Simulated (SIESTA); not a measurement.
The system is FeO (Wuestite).

```
Fe O
1.0
     0.00000    2.15540    2.15540
     2.15540    0.00000    2.15540
     2.15540    2.15540    0.00000
Fe O
1 1
Direct
  0.00000 0.00000 0.00000
  0.50000 0.50000 0.50000
```

Base run:

- Program: SIESTA 5.4.2
- Functional: optB88-vdW
- Potentials or basis: PseudoDojo 0.4 standard (PBE files)
- Basis: DZP (energy shift 0.003 Ry; two zetas on semicore shells)
- Grid cutoff: 800 Ry
- Energy shift: 0.003 Ry
- k mesh: 8 × 8 × 8
- Occupations: fermi-dirac, width 0.05 eV
- Spin: collinear spin, ferromagnetic start
- Starting moments: [3.0, 0.0] μB

Its results: band gap on the k mesh none (metal or under the smearing width); pressure -0.8 GPa; net moment 4.00 μB per cell; site moments Fe +3.68; O +0.32 μB.

The run is repeated on the same cell with these changes: functional from optB88-vdW to vdW-DF2. What comes out?

Band gap on the k mesh none (metal or under the smearing width); pressure 13.2 GPa; net moment 4.00 μB per cell; site moments Fe +3.68; O +0.32 μB.

Caveats: short orbitals over semicore shells can move pressures by several GPa; the potentials were made for another functional, which shifts forces and pressure; the basis of atomic orbitals isn't converged, which shifts pressures, moduli and gaps; a cell with one magnetic atom can't hold antiferromagnetic order, which such compounds often take; semilocal functionals often make such compounds metallic where correlation or magnetic order opens a gap, which also shifts bond lengths.
